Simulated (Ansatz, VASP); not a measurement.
# BN in VASP and in Ansatz

```
CELL_PARAMETERS angstrom
3.73252 2.15497 0.00000
-3.73252 2.15497 0.00000
0.00000 0.00000 6.49548
ATOMIC_POSITIONS crystal
B 0.00000 0.66667 0.25000
B 0.33333 0.33333 0.25000
B 0.66667 0.00000 0.25000
B 0.00000 0.33333 0.75000
B 0.33333 0.00000 0.75000
B 0.66667 0.66667 0.75000
N 0.00000 0.66667 0.75000
N 0.33333 0.33333 0.75000
N 0.66667 0.00000 0.75000
N 0.00000 0.33333 0.25000
N 0.33333 0.00000 0.25000
N 0.66667 0.66667 0.25000
```

The cell is a database's computed one.

Alike in both runs: task single point; functional PBE; k mesh 3 × 3 × 2; occupations fermi-dirac, width 0.01 eV; no spin polarisation.

```csv
,VASP,Ansatz
version,VASP 6.6.1,Ansatz 0.2.0
potentials or method,"VASP PAW PBE potentials, release 64 (B, N)",plane-wave PAW DFT
plane-wave cutoff (eV),520,420
valence electrons in the cell,48,48
```

|  | VASP | Ansatz | Ansatz less VASP |
| --- | --- | --- | --- |
| gap on the k mesh at the Fermi level (eV) | 4.40 | 4.40 | +0.002 |

With one functional, cell and mesh, what is left measures potentials, basis and numerics.

Caveats: the k mesh is coarse (spacing up to 0.56 Å⁻¹), so the values aren't converged; an odd mesh through Γ misses points on the zone boundary, where band edges often lie.
